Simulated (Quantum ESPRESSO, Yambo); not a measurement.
# Quasiparticle gap of BeS (F-43m) in Yambo, part 2 of 3

Aim: the G0W0 gap of BeS (F-43m) on PBE, step by step.

Quantum ESPRESSO 7.5 and Yambo 5.3.0; PBE and many-body steps on it, plane waves. Known limits of the many-body steps: not at the basis limit; coarse k mesh.

So far. Step 2 (Ground state): The gap is indirect, with the least direct gap 2.55 eV higher. Step 3 (Bands along the symmetry lines): The gap is 3.114 eV, as in the run before at this level.

The database entry behind the starting cell differs from later determinations by our own check (0.1 to 0.3 % short, probably kX units), so it need not match the best structure at ambient conditions.

### 4. Empty states on the mesh, 4×4×4 mesh, 123 bands

Level of this step: DFT, PBE, plane waves, norm-conserving pseudopotentials (Quantum ESPRESSO).

The sums over transitions need many empty states on a uniform mesh; this step solves for them.

pw.in reads:

```
&control
  calculation = 'nscf'
  prefix = 'x'
  outdir = 'o'
  pseudo_dir = 'pseudo'
/
&system
  ibrav = 0
  nat = 2
  ntyp = 2
  ecutwfc = 76.0
  nbnd = 123
  force_symmorphic = .true.
/
&electrons
  conv_thr = 1e-9
  electron_maxstep = 80
  diago_full_acc = .true.
  diago_thr_init = 5e-6
/
ATOMIC_SPECIES
  Be 9.012 Be.upf
  S 32.06 S.upf
CELL_PARAMETERS angstrom
  0.0000000000 2.4250000000 2.4250000000
  2.4250000000 -0.0000000000 2.4250000000
  2.4250000000 2.4250000000 -0.0000000000
ATOMIC_POSITIONS crystal
  Be 0.0000000000 0.0000000000 0.0000000000
  S 0.2500000000 0.2500000000 0.2500000000
K_POINTS automatic
  4 4 4 0 0 0
```

On the command line:

```bash
> OMP_NUM_THREADS=1 mpirun -n 4 pw.x -nk 4 -in pw.in > pw.out
```

Output:

```text
[banner, memory and clock lines left out]
Program PWSCF v.7.5 starts

     Atomic positions and unit cell read from directory:
     o/x.save/

     Message from routine setup:
     using ibrav=0 with symmetry is DISCOURAGED, use correct ibrav instead

     G-vector sticks info

     bravais-lattice index     =            0
     lattice parameter (alat)  =       6.4808  a.u.
     unit-cell volume          =     192.4695 (a.u.)^3
     number of atoms/cell      =            2
     number of atomic types    =            2
     number of electrons       =        10.00
     number of Kohn-Sham states=          123
     kinetic-energy cutoff     =      76.0000  Ry
     charge density cutoff     =     304.0000  Ry
     Exchange-correlation= PBE
                           (   1   4   3   4   0   0   0)

     celldm(1)=   6.480755  celldm(2)=   0.000000  celldm(3)=   0.000000
     celldm(4)=   0.000000  celldm(5)=   0.000000  celldm(6)=   0.000000

     crystal axes: (cart. coord. in units of alat)
               a(1) = (   0.000000   0.707107   0.707107 )
               a(2) = (   0.707107  -0.000000   0.707107 )
               a(3) = (   0.707107   0.707107  -0.000000 )

     reciprocal axes: (cart. coord. in units 2 pi/alat)
               b(1) = ( -0.707107  0.707107  0.707107 )
               b(2) = (  0.707107 -0.707107  0.707107 )
               b(3) = (  0.707107  0.707107 -0.707107 )
     Pseudo is Norm-conserving, Zval =  4.0
     Generated using ONCVPSP code by D. R. Hamann
     Using radial grid of 1358 points,  4 beta functions with:
     Pseudo is Norm-conserving + core correction, Zval =  6.0
     Generated using ONCVPSP code by D. R. Hamann
     Using radial grid of 1146 points,  6 beta functions with:
     Be                4.00     9.01200     Be( 1.00)
     S                 6.00    32.06000     S ( 1.00)

     24 Sym. Ops. (no inversion) found

   Cartesian axes

     site n.     atom                  positions (alat units)
         1        Be     tau(   1) = (   0.0000000   0.0000000   0.0000000  )
         2        S      tau(   2) = (   0.3535534   0.3535534   0.3535534  )

     number of k points=     8
                       cart. coord. in units 2pi/alat
        k(    1) = (   0.0000000   0.0000000   0.0000000), wk =   0.0312500
        k(    2) = (   0.1767767   0.1767767  -0.1767767), wk =   0.2500000
        k(    3) = (  -0.3535534  -0.3535534   0.3535534), wk =   0.1250000
[...]
k(    7) = (  -0.7071068   0.0000000   0.0000000), wk =   0.0937500
        k(    8) = (  -0.7071068   0.3535534   0.0000000), wk =   0.1875000

     Dense  grid:    17153 G-vectors     FFT dimensions: (  36,  36,  36)

     The potential is recalculated from file :
     o/x.save/charge-density

     Starting wfcs are    6 randomized atomic wfcs +  117 random wfcs

     Band Structure Calculation

     End of band structure calculation

          k = 0.0000 0.0000 0.0000 (  2109 PWs)   bands (ev):

   -93.4267  -8.1539   5.5347   5.5347   5.5347  11.1986  11.1986  11.1986
    11.4248  18.1864  18.1864  20.4672  22.0903  22.0903  22.0903  27.2798
    34.0765  34.0765  34.0765  38.7491  38.7491  38.7491  39.8977  39.8977
[...]
[... 4 further rows ...]
[...]
142.1348 142.1348 145.7179

          k = 0.1768 0.1768-0.1768 (  2154 PWs)   bands (ev):

[...]
[... 4 further rows ...]
[...]
141.8691 141.8691 142.5543

          k =-0.3536-0.3536 0.3536 (  2138 PWs)   bands (ev):

[...]
98.5332  98.5332  99.8330  99.8330 100.7130 100.7130 101.5746 106.4927
     [... 4 further rows ...]
   136.6480 136.9174 138.2953 138.2953 138.8745 140.6666 140.6667 140.9577
   141.2697 141.9736 141.9737

          k = 0.3536 0.0000 0.0000 (  2141 PWs)   bands (ev):

     [... further k-points ...]

     highest occupied, lowest unoccupied level (ev):     5.5347    8.6482

     XML data file, pseudopotentials, collected wavefunctions
```

Elapsed: 5 s, on 4 MPI ranks of Arm Neoverse V1, shared host; peak memory 0.26 GiB.

This step gave:

```
gap                                                           : 3.114 eV
k of the valence top                                          : 0, 0, 0
k of the conduction bottom                                    : 0, -0.5, -0.5
least direct gap                                              : 5.664 eV
k points computed                                             : 8
lowest point of the top converged band, above the valence top : 134.3148 eV
```

On this mesh the gap is 3.114 eV.

### 5. Conversion and set-up

This step: Yambo 5.3.0; conversion and set-up on PBE, plane waves, norm-conserving pseudopotentials.

The states are converted to the many-body program's format and the q mesh is built.

On the command line:

```bash
> (cd o/x.save; p2y > p2y.log; mv SAVE ../..); yambo > setup.log
```

Output:

```text
 Yambo, version 5.3.0

 [02] CORE Variables Setup
 =========================

  [02.01] Unit cells
  ==================

  Cell kind             :  FCC
  Atoms in the cell     :  Be  S
  number of Be atoms    :  1
  number of S  atoms    :  1

  List of atomic masses
  Mass of Be    :  9.012000
  Mass of S     :  32.06000

  List of atomic coordinates    : [cc]
  Be1       :  0.000000  0.000000  0.000000  order 1
  S1       :  2.291293  2.291293  2.291293  order 2

  Alat factors          :  4.582586  4.582586  4.582586 [a.u.]
  Direct lattice volume :  192.4695 [a.u.]
  Direct lattice vectors:  A[ 1 ]  A[ 2 ]  A[ 3 ]
   A[ 1 ]:  0.000000  1.000000  1.000000  [iru]
   0.000000  4.582586  4.582586  [cc]
   A[ 2 ]:  1.000000 -0.000000  1.000000  [iru]
   4.582586 -0.000000  4.582586  [cc]
   A[ 3 ]:  1.000000  1.000000 -0.000000  [iru]
   4.582586  4.582586 -0.000000  [cc]

  Recip. lattice volume :  1.288777 [a.u.]
  Recip. lattice vectors:  B[ 1 ]  B[ 2 ]  B[ 3 ]
   B[ 1 ]: -0.500000  0.500000  0.500000  [iku]
  -0.685550  0.685550  0.685550  [cc]
   B[ 2 ]:  0.500000 -0.500000  0.500000  [iku]
   0.685550 -0.685550  0.685550  [cc]
   B[ 3 ]:  0.500000  0.500000 -0.500000  [iku]
   0.685550  0.685550 -0.685550  [cc]

  [02.02] Symmetries
  ==================

  Inversion symmetry    : yes
  Spatial inversion     : no
  Inversion index       :  25
  K-space Time-reversal : yes
  Magnetic symmetries   : no
  Time-reversal derived K-space symmetries:   25   48
  Group table correct   : yes
  Symmetries units      :  [cc]

   [S  1]:   1.0000      0.34971E-16  0.34971E-16  0.34971E-16   1.0000     -0.34971E-16 -0.34971E-16 -0.34971E-16   1.0000
   [S  2]:  -1.0000     -0.34971E-16  0.34971E-16 -0.34971E-16  -1.0000     -0.34971E-16  0.34971E-16  0.34971E-16   1.0000
   [S  3]:  -1.0000      0.34971E-16 -0.34971E-16 -0.34971E-16   1.0000      0.34971E-16  0.34971E-16 -0.34971E-16  -1.0000
[...]
[S  9]:  0.34971E-16   1.0000      0.34971E-16 -0.34971E-16  0.34971E-16   1.0000       1.0000     -0.34971E-16 -0.34971E-16
   [S 10]:  0.34971E-16  -1.0000     -0.34971E-16 -0.34971E-16 -0.34971E-16  -1.0000       1.0000      0.34971E-16  0.34971E-16
     [... 36 further rows ...]
   [S*47]:   1.0000      0.34971E-16 -0.34971E-16  0.34971E-16 -0.34971E-16  -1.0000     -0.34971E-16   1.0000      0.34971E-16
   [S*48]:   1.0000     -0.34971E-16  0.34971E-16  0.34971E-16  0.34971E-16   1.0000     -0.34971E-16  -1.0000     -0.34971E-16

  [02.03] Reciprocal space
  ========================

  nG shells         :  217
  nG charge         :  17153
  nG WFs            :  2713
  nC WFs            :  2180
  G-vecs. in first 21 shells:  [ Number ]
     1    9   15   27   51   59   65   89  113
    137   169   181   229   259   283   307   331   339
    387   411   459
  ...
  Shell energy in first 21 shells:  [ mHa ]
[...]
BZ  K-points                                      :   64

  K/Q-points units:
  rlu = crystal or reduced units; cc = cartesian coordinates; iku = interal k-units

  K [1]          [rlu]:  0.000000  0.000000  0.000000
         WF components:  2109
  K [2]          [rlu]:  0.45359E-17  0.45359E-17  0.25000
         WF components:  2154
  K [3]          [rlu]: -0.90717E-17 -0.90717E-17 -0.50000
         WF components:  2138
  K [4]          [rlu]:  0.38671E-17  0.25000      0.25000
         WF components:  2141
  K [5]          [rlu]:  0.14148E-16  0.25000     -0.50000
         WF components:  2156
  [... 2 further k-points ...]
  K [8]          [rlu]:  0.250000 -0.500000 -0.250000
         WF components:  2180

  [02.05] Energies & Occupations
  ==============================

  [X] === General ===
  [X] Electronic Temperature                        :  0.000000  0.000000 [eV K]
  [X] Bosonic    Temperature                        :  0.000000  0.000000 [eV K]
  [X] Finite Temperature mode                       : no
  [X] El. density                                   :  0.35062E+24 [cm-3]
  [X] Fermi Level                                   :  5.534678 [eV]

  [X] === Gaps and Widths ===
  [X] Conduction Band Min                           :  3.113503 [eV]
  [X] Valence Band Max                              :  0.000000 [eV]
  [X] Filled Bands                                  :   5
  [X] Empty Bands                                   :    6  123
  [X] Direct Gap                                    :  5.663887 [eV]
  [X] Direct Gap localized at k                     :  1
  [X] Indirect Gap                                  :  3.113503 [eV]
  [X] Indirect Gap between kpts                     :   1   7
  [X] Last valence band width                       :  3.342134 [eV]
  [X] 1st conduction band width                     :  3.347865 [eV]

  E @ K [1]:  [eV]
   -98.961      -13.689     -0.58948E-10 -0.45881E-10   0.0000       5.6639       5.6639       5.6639
    5.89015  12.65174  12.65174  14.93251  16.55560  16.55560  16.55560  21.74511
  occ @ K [1]
   2.000000  2.000000  2.000000  2.000000  2.000000  0.000000  0.000000  0.000000
[...]
E @ K [2]:  [eV]
[...]
occ @ K [2]
[...]
E @ K [3]:  [eV]
[...]
occ @ K [3]
[...]
E @ K [4]:  [eV]
[...]
occ @ K [4]
[...]
E @ K [5]:  [eV]
[...]
occ @ K [5]
[...]
[... 2 further k-points ...]
  E @ K [8]:  [eV]
[...]
occ @ K [8]
   2.000000  2.000000  2.000000  2.000000  2.000000  0.000000  0.000000  0.000000
   0.000000  0.000000  0.000000  0.000000  0.000000  0.000000  0.000000  0.000000

 [03] Transferred momenta grid and indexing
 ==========================================

 IBZ Q-points                                      :   8
 BZ  Q-points                                      :   64

 K/Q-points units:
 rlu = crystal or reduced units; cc = cartesian coordinates; iku = interal k-units

 Q [1]          [rlu]:  0.000000  0.000000  0.000000
 Q [2]          [rlu]:  0.45359E-17  0.45359E-17  0.25000
 Q [3]          [rlu]: -0.90717E-17 -0.90717E-17 -0.50000
[...]
Q [7]          [rlu]: -0.48221E-16 -0.50000     -0.50000
 Q [8]          [rlu]:  0.250000 -0.500000 -0.250000

  [03.01] X indexes
  =================

   [03.01.01] Sigma indexes
   ========================

 [06] Game Over & Game summary
```

Run time: 2.2 s. Hardware: 1 MPI rank; peak memory 0.24 GiB.

(Continued in part 3 of 3.)

[Paths, hosts, dates, memory and timing lines, banners, echoed tables and standing remarks are left out of the program output.]

[Logs are printed without paths, hosts, clocks, repeated set-up lines and the standing remarks that a program may print on its own settings, such as how far it seeks lower states.]

[Runs of the session that timed out or met a known fault of the program may be left out.]

[Hosts, paths, dates, database ids (printed as entryN), source tags and the programs' standing remarks are cut or masked in the printed files.]
